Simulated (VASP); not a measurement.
Write the native input for VASP 6.6.1 that does the following.

```yaml
Task: single point
Functional: PBE
Dispersion: D3(BJ)
Potentials_or_basis: VASP PAW PBE potentials, release 64 (Ca_sv, F)
Cutoff: 520 eV
k_mesh: 8 × 8 × 8
Occupations: gaussian, width 0.02 eV
Spin: no spin polarisation
Dipole_correction: no
Further_INCAR_settings: ALGO = Fast; EDIFF = 1e-06; NBANDS = 19
```

The structure of CaF2 (Fluorite) lies in POSCAR:

```
CaF2
1.0
    0.0000000000      2.7348208459      2.7348208459
    2.7348208459      0.0000000000      2.7348208459
    2.7348208459      2.7348208459      0.0000000000
Ca F
1 2
Direct
    0.0000000000      0.0000000000      0.0000000000
    0.2500000000      0.2500000000      0.2500000000
    0.7500000000      0.7500000000      0.7500000000
```

The cell isn't the ideal one: relaxed again under DFT PBE+D3(BJ), scalar-relativistic, plane waves, PAW.

The input as run:

INCAR

```
  PREC = Accurate
  ENCUT = 520
  EDIFF = 1E-6
  ISMEAR = 0
  SIGMA = 0.02
  LREAL = F
  LASPH = T
  NELM = 60
  ALGO = Fast
  ISIF = 2
  LWAVE = F
  LCHARG = F
  GGA = PE
  IVDW = 12
  NBANDS = 19
```

KPOINTS

```
regular mesh
0
Gamma
  8 8 8
```

Potentials or basis: VASP PAW PBE potentials, release 64 (Ca_sv, F).

Run with:

```console
$ cat potpaw_PBE.64/Ca_sv/POTCAR potpaw_PBE.64/F/POTCAR > POTCAR
$ mpirun -np 1 vasp_std > vasp.out
```

It gave:

| Quantity | Value |
| --- | --- |
| Pressure | 0.2 GPa |
| Band gap on the k mesh | 7.25 eV, indirect (least direct gap 7.51 eV) |
| Dispersion energy per atom | -0.156 eV |

Wall time 30 s on 1 thread of Intel(R) Xeon(R) Platinum 8375C CPU @ 2.90GHz (Ice Lake), with other jobs on the host, peak memory 0.18 GiB.
